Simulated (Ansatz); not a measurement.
# InP: the cost of one run

Computed with Ansatz 0.2.0 (reference: DFT, HSE06, plane waves, PAW, unless a step's input says otherwise).

2 further runs of the same task are left out: 1 for a known fault of the program, 1 that didn't finish.

### 1 The structure to begin with

The structure is cubic, space group F-43m (No. 216). The conventional cell has a = 5.908 Å, b = 5.908 Å, c = 5.908 Å, α = 90.00°, β = 90.00°, γ = 90.00°. In (site symmetry -43m) has 4 P at 2.56 Å as nearest neighbours. Around P (site symmetry -43m) lie 4 In at 2.56 Å.

As a file:

```
CELL_PARAMETERS angstrom
0.00000 2.95379 2.95379
2.95379 0.00000 2.95379
2.95379 2.95379 0.00000
ATOMIC_POSITIONS crystal
In 0.00000 0.00000 0.00000
P 0.25000 0.25000 0.25000
```

### 2 The reference run

File input.yaml:

```yaml
crystal:
  lattice:
    - [0.0, 2.953787637, 2.953787637]
    - [2.953787637, 0.0, 2.953787637]
    - [2.953787637, 2.953787637, 0.0]
  atoms:
    - { symbol: In, position: [0.0, 0.0, 0.0] }
    - { symbol: P, position: [0.25, 0.25, 0.25] }
kpoints:
  mp_grid: { grid: [4, 4, 4] }
hamiltonian:
  xc: hse06
scf:
  occupations: { method: fixed }
  n_extra_bands: 4
output:
  forces: true
  stress: true
  eigenvalues: true
```

On the command line:

```console
$ ansatz run input.yaml --threads 4 --pin off --max-ram 3686MiB --backend cpu --events-out ev --progress --plain --runs-dir out
```

What time and memory should one allow on 4 threads of Arm Neoverse N1, shared host?

About 8.6 s, with a peak of 0.65 GiB.
